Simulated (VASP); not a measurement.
## SiC from a squeezed to a stretched cell

Aim: follow SiC from a squeezed to a stretched cell. The starting structure is a measured crystal structure from the Crystallography Open Database. All runs use LDA. The equilibrium cell comes from relaxations that aren't shown. At each volume, shape and positions are relaxed as far as symmetry leaves them free.

Method: Kohn-Sham DFT with plane waves and PAW; LDA, in VASP 6.6.1.

### 1. The starting structure

The structure is cubic, space group F-43m (No. 216). Conventional cell: a = 4.358 Å, b = 4.358 Å, c = 4.358 Å, α = 90.00°, β = 90.00°, γ = 90.00°. Si has 4 C at 1.89 Å nearest. Nearest to C lie 4 Si at 1.89 Å. Farther neighbours are not listed.

As a file:

```
Si C
1.0
     0.00000    2.17900    2.17900
     2.17900    0.00000    2.17900
     2.17900    2.17900    0.00000
Si C
1 1
Direct
  0.00000 0.00000 0.00000
  0.75000 0.75000 0.75000
```

### 2. Relaxation at the equilibrium volume

INCAR

```
SYSTEM = SiC
PREC = Accurate
ENCUT = 560
EDIFF = 1E-07
NELM = 100
ISMEAR = 0
SIGMA = 0.03
LREAL = .FALSE.
ALGO = Normal
GGA = CA
NBANDS = 10
LORBIT = 11
LWAVE = .FALSE.
LCHARG = .FALSE.
KPAR = 4
IBRION = 2
NSW = 50
ISIF = 4
EDIFFG = -0.003
```

POSCAR

```
SiC
1.0
    0.0000000000      2.1655834238      2.1655834238
    2.1655834238      0.0000000000      2.1655834238
    2.1655834238      2.1655834238      0.0000000000
Si C
1 1
Direct
    0.0000000000      0.0000000000      0.0000000000
    0.7500000000      0.7500000000      0.7500000000
```

KPOINTS

```
Automatic mesh
0
Gamma
8 8 8
0 0 0
```

The projector-augmented-wave data sets are Si and C (LDA family, release 64).

Run with:

```
$ mpirun -np 4 vasp_std
```

The log of the run:

```text
[banner, memory and clock lines left out]
running    4 mpi-ranks, on    1 nodes
 distrk:  each k-point on    1 cores,    4 groups
 distr:  one band on    1 cores,    1 groups

 POSCAR found type information on POSCAR SiC
 POSCAR found :  2 types and       2 ions
 LDA part: xc-table for (Slater(with rela. corr.)+CA(PZ))
 , standard interpolation
 POSCAR, INCAR and KPOINTS ok, starting setup
 FFT: planning ... GRIDC
 FFT: planning ... GRID_SOFT
 FFT: planning ... GRID
 WAVECAR not read
 entering main loop
       N       E                     dE             d eps       ncg     rms          rms(c)
DAV:   1     0.450166869955E+01    0.45017E+01   -0.42549E+03   590   0.721E+02
DAV:   2    -0.180369603091E+02   -0.22539E+02   -0.21160E+02   790   0.118E+02
DAV:   3    -0.187309644722E+02   -0.69400E+00   -0.69321E+00   678   0.186E+01
DAV:   4    -0.187340582991E+02   -0.30938E-02   -0.30935E-02   676   0.159E+00
DAV:   5    -0.187340730499E+02   -0.14751E-04   -0.14751E-04   680   0.103E-01    0.926E+00
DAV:   6    -0.167382590023E+02    0.19958E+01   -0.75334E+00   608   0.132E+01    0.408E+00
DAV:   7    -0.166630489225E+02    0.75210E-01   -0.39237E-01   688   0.392E+00    0.182E+00
DAV:   8    -0.166424676774E+02    0.20581E-01   -0.27292E-02   608   0.107E+00    0.179E-01
DAV:   9    -0.166420973504E+02    0.37033E-03   -0.18210E-03   732   0.249E-01    0.946E-02
DAV:  10    -0.166421110095E+02   -0.13659E-04   -0.11023E-04   616   0.709E-02    0.317E-02
DAV:  11    -0.166421113829E+02   -0.37344E-06   -0.29527E-06   690   0.118E-02    0.134E-02
DAV:  12    -0.166421111556E+02    0.22732E-06   -0.67471E-07   608   0.425E-03    0.580E-04
DAV:  13    -0.166421111597E+02   -0.41343E-08   -0.27515E-08   310   0.114E-03
   1 F= -.16642111E+02 E0= -.16642111E+02  d E =-.166421E+02
 curvature:   0.00 expect dE= 0.000E+00 dE for cont linesearch  0.000E+00
 trial: gam= 0.00000 g(F)=  0.598E-48 g(S)=  0.207E-33 ort = 0.000E+00 (trialstep = 0.100E+01)
 search vector abs. value=  0.100E-09
 reached required accuracy - stopping structural energy minimisation
```

Run time: 2.6 s. Hardware: 4 MPI ranks of AMD EPYC 7R13 (Zen 3), shared host; peak memory 0.38 GiB; 7.1 s of CPU time.

The logs omit lines about the potential files and the build; timing stands in the text.

OUTCAR, selected parts (step 2):

```text
ion  position               nearest neighbor table
   1  0.000  0.000  0.000-   2 1.88   2 1.88   2 1.88   2 1.88
   2  0.750  0.750  0.750-   1 1.88   1 1.88   1 1.88   1 1.88

  LATTYP: Found a face centered cubic cell.
 ALAT       =     4.3311668476

 Subroutine GETGRP returns: Found 24 space group operations
 (whereof 24 operations were pure point group operations)

The static configuration has the point symmetry T_d .

 Found     29 irreducible k-points:

   k-points           NKPTS =     29   k-points in BZ     NKDIM =     29   number of bands    NBANDS=     10

   dimension x,y,z NGX =    24 NGY =   24 NGZ =   24
   dimension x,y,z NGXF=    48 NGYF=   48 NGZF=   48

   ENCUT  =  560.0 eV  41.16 Ry    6.42 a.u.   5.91  5.91  5.91*2*pi/ulx,y,z

   NELECT =       8.0000    total number of electrons

 k-points in reciprocal lattice and weights: Automatic mesh
   0.00000000  0.00000000  0.00000000       0.002
   0.12500000  0.00000000  0.00000000       0.016
   0.25000000  0.00000000  0.00000000       0.016
   0.37500000  0.00000000  0.00000000       0.016
   0.50000000  0.00000000  0.00000000       0.008
   0.12500000  0.12500000  0.00000000       0.012
   0.25000000  0.12500000  0.00000000       0.047
   0.37500000  0.12500000  0.00000000       0.047
   0.50000000  0.12500000  0.00000000       0.047
[...]
-0.37500000  0.50000000  0.12500000       0.023
  -0.25000000  0.50000000  0.25000000       0.012

 average (electrostatic) potential at core
       1 -81.6736       2 -48.7644

 E-fermi :   8.4139

 k-point     1 :       0.0000    0.0000    0.0000
  band No.  band energies     occupation
      1      -7.1872      2.00000
      2       8.2745      2.00000
      3       8.2745      2.00000
      4       8.2745      2.00000
      5      14.7846      0.00000
      6      15.5942      0.00000
      7      15.5942      0.00000
      8      15.5942      0.00000
      9      22.8414      0.00000
    ...

 k-point     2 :       0.1250    0.0000    0.0000
  band No.  band energies     occupation
      1      -6.8769      2.00000
      2       6.7990      2.00000
      3       8.0718      2.00000
      4       8.0718      2.00000
      5      14.9031      0.00000
      6      15.9475      0.00000
      7      15.9475      0.00000
      8      16.2020      0.00000
      9      21.5855      0.00000
    ...

 k-point     3 :       0.2500    0.0000    0.0000
  band No.  band energies     occupation
      1      -5.9679      2.00000
      2       3.9712      2.00000
      3       7.6640      2.00000
      4       7.6640      2.00000
      5      14.3803      0.00000
      6      16.1864      0.00000
      7      16.1864      0.00000
      8      17.6926      0.00000
      9      21.4112      0.00000
    ...

  Total       -0.0017872     -0.0017872     -0.0017872      0.0000000      0.0000000     -0.0000000
  in kB       -0.1409741     -0.1409741     -0.1409741      0.0000000      0.0000000     -0.0000000
  external PRESSURE =      -0.1409741 kB  Pullay stress =       0.0000000 kB

  energy-cutoff  :      560.00
  volume of cell :       20.31
      direct lattice vectors                 reciprocal lattice vectors
     0.000000000  2.165583424  2.165583424    -0.230884663  0.230884663  0.230884663
     2.165583424  0.000000000  2.165583424     0.230884663 -0.230884663  0.230884663
     2.165583424  2.165583424  0.000000000     0.230884663  0.230884663 -0.230884663

 POSITION                                       TOTAL-FORCE (eV/Angst)
 -----------------------------------------------------------------------------------
      0.00000      0.00000      0.00000        -0.000000     -0.000000      0.000000
      3.24838      3.24838      3.24838         0.000000      0.000000      0.000000
 -----------------------------------------------------------------------------------
    total drift:                               -0.000000     -0.000000     -0.000000

  FREE ENERGIE OF THE ION-ELECTRON SYSTEM (eV)
  ---------------------------------------------------
  free  energy   TOTEN  =       -16.6421111597 eV

  energy  without entropy=      -16.6421111597  energy(sigma->0) =      -16.64211116

 reached required accuracy - stopping structural energy minimisation

 total charge
# of ion       s       p       d       tot
------------------------------------------
    1        0.714   0.997   0.000   1.711
    2        0.829   1.728   0.000   2.557
--------------------------------------------------
tot          1.543   2.725   0.000   4.268

[... 3 further parts left out ...]
```

CONTCAR:

```
SiC
   1.00000000000000
     0.0000000000000000    2.1655834237999998    2.1655834237999998
     2.1655834237999998    0.0000000000000000    2.1655834237999998
     2.1655834237999998    2.1655834237999998    0.0000000000000000
  Si              C
     1     1
Direct
     0.0000000000000000    0.0000000000000000    0.0000000000000000
     0.7500000000000000    0.7500000000000000    0.7500000000000000
```

The run keeps the 24 symmetry operations of its start, so it cannot find a distortion of lower symmetry.

The equilibrium volume: 10.156 Å³ an atom and a pressure of -0.01 GPa, and 1.288 eV of gap on the mesh. Further runs on this cell, not shown, give the modes T2 796.3 cm⁻¹.

### 3. Relaxation at 0.96 of the equilibrium volume

INCAR is that of step 2.

POSCAR

```
SiC
1.0
    0.0000000000      2.1363151951      2.1363151951
    2.1363151951      0.0000000000      2.1363151951
    2.1363151951      2.1363151951      0.0000000000
Si C
1 1
Direct
    0.0000000000      0.0000000000      0.0000000000
    0.7500000000      0.7500000000      0.7500000000
```

KPOINTS is that of step 2.

Run with:

```
$ mpirun -np 4 vasp_std
```

The log of the run:

```text
[... set-up lines as in an earlier step ...]
 entering main loop
       N       E                     dE             d eps       ncg     rms          rms(c)
DAV:   1     0.225617258976E+01    0.22562E+01   -0.41340E+03   612   0.717E+02
DAV:   2    -0.181663637416E+02   -0.20423E+02   -0.18816E+02   746   0.117E+02
DAV:   3    -0.188365044905E+02   -0.67014E+00   -0.66892E+00   690   0.180E+01
DAV:   4    -0.188396616241E+02   -0.31571E-02   -0.31570E-02   676   0.155E+00
[...]
DAV:  11    -0.166166929081E+02   -0.41867E-06   -0.22145E-06   690   0.107E-02    0.146E-02
DAV:  12    -0.166166926837E+02    0.22445E-06   -0.69258E-07   604   0.430E-03    0.580E-04
DAV:  13    -0.166166926876E+02   -0.39520E-08   -0.29097E-08   314   0.120E-03
   1 F= -.16616693E+02 E0= -.16616693E+02  d E =-.166167E+02
[...]
reached required accuracy - stopping structural energy minimisation
```

Elapsed: 2.6 s, on 4 MPI ranks; peak memory 0.38 GiB; 7.3 s of CPU time.

OUTCAR, selected parts (step 3):

```text
  Total        1.2277315      1.2277315      1.2277315      0.0000000      0.0000000      0.0000000
  in kB      100.8760321    100.8760321    100.8760321      0.0000000      0.0000000      0.0000000
  external PRESSURE =     100.8760321 kB  Pullay stress =       0.0000000 kB

 POSITION                                       TOTAL-FORCE (eV/Angst)
 -----------------------------------------------------------------------------------
      0.00000      0.00000      0.00000        -0.000000     -0.000000     -0.000000
      3.20447      3.20447      3.20447         0.000000      0.000000      0.000000
 -----------------------------------------------------------------------------------
    total drift:                               -0.000000     -0.000000     -0.000000

  FREE ENERGIE OF THE ION-ELECTRON SYSTEM (eV)
  ---------------------------------------------------
  free  energy   TOTEN  =       -16.6166926876 eV

  energy  without entropy=      -16.6166926876  energy(sigma->0) =      -16.61669269

[... 2 parts as in an earlier step ...]

[... 2 further parts left out ...]
[key lines of the parts left out:]
E-fermi :   8.8949
```

0.96 of the equilibrium volume: 9.750 Å³ an atom and a pressure of 10.09 GPa, and 1.251 eV of gap on the mesh. Further runs on this cell, not shown, give the modes T2 833.9 cm⁻¹.

### 4. Relaxation at 1.04 of the equilibrium volume

INCAR is that of step 3.

POSCAR

```
SiC
1.0
    0.0000000000      2.1940812106      2.1940812106
    2.1940812106      0.0000000000      2.1940812106
    2.1940812106      2.1940812106      0.0000000000
Si C
1 1
Direct
    0.0000000000      0.0000000000      0.0000000000
    0.7500000000      0.7500000000      0.7500000000
```

KPOINTS is that of step 3.

Run with:

```
$ mpirun -np 4 vasp_std
```

The log of the run:

```text
[... set-up lines as in an earlier step ...]
 entering main loop
       N       E                     dE             d eps       ncg     rms          rms(c)
DAV:   1     0.181275269353E+01    0.18128E+01   -0.42172E+03   620   0.717E+02
DAV:   2    -0.180394241686E+02   -0.19852E+02   -0.19165E+02   772   0.115E+02
DAV:   3    -0.185911518582E+02   -0.55173E+00   -0.55095E+00   672   0.168E+01
DAV:   4    -0.185936554902E+02   -0.25036E-02   -0.25035E-02   668   0.146E+00
[...]
DAV:  11    -0.166209548054E+02   -0.16483E-06   -0.45597E-06   706   0.135E-02    0.118E-02
DAV:  12    -0.166209545809E+02    0.22449E-06   -0.62818E-07   610   0.426E-03    0.836E-04
DAV:  13    -0.166209545845E+02   -0.35502E-08   -0.23152E-08   302   0.986E-04
   1 F= -.16620955E+02 E0= -.16620955E+02  d E =-.166210E+02
[...]
reached required accuracy - stopping structural energy minimisation
```

Elapsed: 2.2 s, on 4 MPI ranks; peak memory 0.39 GiB.

From OUTCAR (step 4):

```text
  Total       -1.0985081     -1.0985081     -1.0985081     -0.0000000     -0.0000000     -0.0000000
  in kB      -83.3154879    -83.3154879    -83.3154879     -0.0000000     -0.0000000     -0.0000000
  external PRESSURE =     -83.3154879 kB  Pullay stress =       0.0000000 kB

 POSITION                                       TOTAL-FORCE (eV/Angst)
 -----------------------------------------------------------------------------------
      0.00000      0.00000      0.00000         0.000000      0.000000      0.000000
      3.29112      3.29112      3.29112        -0.000000     -0.000000     -0.000000
 -----------------------------------------------------------------------------------
    total drift:                               -0.000000     -0.000000     -0.000000

  FREE ENERGIE OF THE ION-ELECTRON SYSTEM (eV)
  ---------------------------------------------------
  free  energy   TOTEN  =       -16.6209545845 eV

  energy  without entropy=      -16.6209545845  energy(sigma->0) =      -16.62095458

[... 2 parts as in an earlier step ...]

[... 2 further parts left out ...]
[key lines of the parts left out:]
E-fermi :   7.9655
```

1.04 of the equilibrium volume: 10.562 Å³ an atom and a pressure of -8.33 GPa, and 1.321 eV of gap on the mesh. Further runs on this cell, not shown, give the modes T2 761.9 cm⁻¹.

### 5. Relaxation at 0.92 of the equilibrium volume

INCAR is that of step 4.

POSCAR

```
SiC
1.0
    0.0000000000      2.1062222402      2.1062222402
    2.1062222402      0.0000000000      2.1062222402
    2.1062222402      2.1062222402      0.0000000000
Si C
1 1
Direct
    0.0000000000      0.0000000000      0.0000000000
    0.7500000000      0.7500000000      0.7500000000
```

KPOINTS is that of step 4.

Run with:

```
$ mpirun -np 4 vasp_std
```

The log of the run:

```text
[... set-up lines as in an earlier step ...]
 entering main loop
       N       E                     dE             d eps       ncg     rms          rms(c)
DAV:   1     0.265442198116E+01    0.26544E+01   -0.45714E+03   612   0.738E+02
DAV:   2    -0.183193092871E+02   -0.20974E+02   -0.19623E+02   762   0.115E+02
DAV:   3    -0.188996925873E+02   -0.58038E+00   -0.57919E+00   690   0.168E+01
DAV:   4    -0.189018992187E+02   -0.22066E-02   -0.22065E-02   656   0.128E+00
[...]
DAV:  11    -0.165346265201E+02   -0.44364E-06   -0.16619E-06   714   0.982E-03    0.152E-02
DAV:  12    -0.165346263052E+02    0.21488E-06   -0.64555E-07   600   0.418E-03    0.806E-04
DAV:  13    -0.165346263081E+02   -0.28695E-08   -0.28614E-08   308   0.120E-03
   1 F= -.16534626E+02 E0= -.16534626E+02  d E =-.165346E+02
[...]
reached required accuracy - stopping structural energy minimisation
```

Run time: 2.2 s. Hardware: 4 MPI ranks; peak memory 0.38 GiB.

Parts of OUTCAR (step 5):

```text
  Total        2.6081966      2.6081966      2.6081966      0.0000000      0.0000000      0.0000000
  in kB      223.6188117    223.6188117    223.6188117      0.0000000      0.0000000      0.0000000
  external PRESSURE =     223.6188117 kB  Pullay stress =       0.0000000 kB

 POSITION                                       TOTAL-FORCE (eV/Angst)
 -----------------------------------------------------------------------------------
      0.00000      0.00000      0.00000        -0.000000     -0.000000      0.000000
      3.15933      3.15933      3.15933         0.000000      0.000000     -0.000000
 -----------------------------------------------------------------------------------
    total drift:                               -0.000000     -0.000000     -0.000000

  FREE ENERGIE OF THE ION-ELECTRON SYSTEM (eV)
  ---------------------------------------------------
  free  energy   TOTEN  =       -16.5346263081 eV

  energy  without entropy=      -16.5346263081  energy(sigma->0) =      -16.53462631

[... 2 parts as in an earlier step ...]

[... 2 further parts left out ...]
[key lines of the parts left out:]
E-fermi :   9.4124
```

0.92 of the equilibrium volume: 9.344 Å³ an atom and a pressure of 22.36 GPa, and 1.211 eV of gap on the mesh. Further runs on this cell, not shown, give the modes T2 874.8 cm⁻¹.

### 6. Relaxation at 0.98 of the equilibrium volume

INCAR is that of step 5.

POSCAR

```
SiC
1.0
    0.0000000000      2.1510488689      2.1510488689
    2.1510488689      0.0000000000      2.1510488689
    2.1510488689      2.1510488689      0.0000000000
Si C
1 1
Direct
    0.0000000000      0.0000000000      0.0000000000
    0.7500000000      0.7500000000      0.7500000000
```

KPOINTS is that of step 5.

Run with:

```
$ mpirun -np 4 vasp_std
```

The log of the run:

```text
[... set-up lines as in an earlier step ...]
 entering main loop
       N       E                     dE             d eps       ncg     rms          rms(c)
DAV:   1     0.240662483001E+01    0.24066E+01   -0.40900E+03   604   0.708E+02
DAV:   2    -0.182169585512E+02   -0.20624E+02   -0.19647E+02   776   0.116E+02
DAV:   3    -0.187891279454E+02   -0.57217E+00   -0.57142E+00   678   0.171E+01
DAV:   4    -0.187917012550E+02   -0.25733E-02   -0.25732E-02   664   0.146E+00
[...]
DAV:  11    -0.166358050147E+02   -0.39274E-06   -0.25724E-06   694   0.113E-02    0.141E-02
DAV:  12    -0.166358047852E+02    0.22950E-06   -0.69362E-07   606   0.430E-03    0.559E-04
DAV:  13    -0.166358047893E+02   -0.40942E-08   -0.28824E-08   314   0.118E-03
   1 F= -.16635805E+02 E0= -.16635805E+02  d E =-.166358E+02
[...]
reached required accuracy - stopping structural energy minimisation
```

Elapsed: 2 s, on 4 MPI ranks; peak memory 0.38 GiB.

Parts of OUTCAR (step 6):

```text
  Total        0.5952686      0.5952686      0.5952686     -0.0000000      0.0000000      0.0000000
  in kB       47.9118293     47.9118293     47.9118293     -0.0000000      0.0000000      0.0000000
  external PRESSURE =      47.9118293 kB  Pullay stress =       0.0000000 kB

 POSITION                                       TOTAL-FORCE (eV/Angst)
 -----------------------------------------------------------------------------------
      0.00000      0.00000      0.00000        -0.000000     -0.000000     -0.000000
      3.22657      3.22657      3.22657         0.000000      0.000000      0.000000
 -----------------------------------------------------------------------------------
    total drift:                               -0.000000     -0.000000     -0.000000

  FREE ENERGIE OF THE ION-ELECTRON SYSTEM (eV)
  ---------------------------------------------------
  free  energy   TOTEN  =       -16.6358047893 eV

  energy  without entropy=      -16.6358047893  energy(sigma->0) =      -16.63580479

[... 2 parts as in an earlier step ...]

[... 2 further parts left out ...]
[key lines of the parts left out:]
E-fermi :   8.6500
```

0.98 of the equilibrium volume: 9.953 Å³ an atom and a pressure of 4.79 GPa, and 1.270 eV of gap on the mesh. Further runs on this cell, not shown, give the modes T2 814.7 cm⁻¹.

(Continued in part 2 of 2.)

[Lines on the potential files, build, host, timing and source positions are cut from VASP's logs without a mark.]

[Logs are printed without paths, hosts, clocks, repeated set-up lines and the standing remarks that a program may print on its own settings, such as how far it seeks lower states.]

[Hosts, paths, dates, database ids (printed as entryN), source tags and the programs' standing remarks are cut or masked in the printed files.]
